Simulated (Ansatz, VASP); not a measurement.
## One calculation of Se, two programs

```
CELL_PARAMETERS angstrom
0.00000 3.20259 3.20259
3.20259 0.00000 3.20259
3.20259 3.20259 0.00000
ATOMIC_POSITIONS crystal
Se 0.12500 0.12500 0.12500
Se 0.87500 0.87500 0.87500
```

Alike in both runs: task single point; functional BLYP; k mesh 10 × 10 × 10; occupations fermi-dirac, width 0.1 eV; no spin polarisation.

|  | VASP | Ansatz |
| --- | --- | --- |
| version | VASP 6.6.1 | Ansatz 0.2.0 |
| potentials or method | VASP PAW PBE potentials, release 64 (Se) | plane waves (420 eV) with PAW, scalar-relativistic |
| plane-wave cutoff (eV) | 520 | 420 |
| valence electrons in the cell | 12 | 32 |

```tsv
	VASP	Ansatz	Ansatz less VASP
pressure (GPa)	1.6	1.4	-0.12
```

The two sets of potentials don't hold the same shells in valence.

Caveats: the PAW data sets were made with another functional, which shifts forces and pressure a little (VASP).
